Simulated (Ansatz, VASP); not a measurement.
**Two plane-wave programs on Ti3C2**

```
Ti C
1.0
     3.06660    0.00000    0.00000
    -1.53330    2.65576    0.00000
     0.00000    0.00000   15.11715
Ti C
6 4
Cartesian
  0.0000 0.0000 7.5586
  0.0000 0.0000 0.0000
  0.0000 1.7705 9.9187
  1.5333 0.8853 2.3601
  1.5333 0.8853 5.1985
  0.0000 1.7705 12.7570
  0.0000 1.7705 1.2985
  1.5333 0.8853 8.8571
  0.0000 1.7705 6.2601
  1.5333 0.8853 13.8186
```

The cell comes from a database or a generator and needn't be the stable form of this composition.

Alike in both runs: functional PBEsol; k mesh 10 × 10 × 2; occupations fermi-dirac, width 0.05 eV; no spin polarisation.

|  | VASP | Ansatz |
| --- | --- | --- |
| version | VASP 6.6.1 | Ansatz 0.2.0 |
| potentials or method | VASP PAW PBE potentials, release 64 (Ti_sv, C) | Ansatz PAW |
| plane-wave cutoff (eV) | 520 | 420 |
| valence electrons in the cell | 88 | 88 |
| task | single point | band structure |

```tsv
	VASP	Ansatz	Ansatz less VASP
gap on the k mesh at the Fermi level (eV)	none	none	-
pressure (GPa)	-4.6	-4.8	-0.21
largest component of the traceless stress (GPa)	0.12	0.14	+0.017
rms of the force components (eV/Å)	0.111	0.119	+0.0083
```

Atom by atom the forces differ by 0.008 eV/Å (rms over components). A gap of «none» marks a metal or a gap that the smearing closes.

Caveats: the PAW data sets were made with another functional, which shifts forces and pressure a little (VASP); the PAW data sets come from PBE, with cores solved anew for the run's functional, which leaves a small shift of forces and pressure (Ansatz).
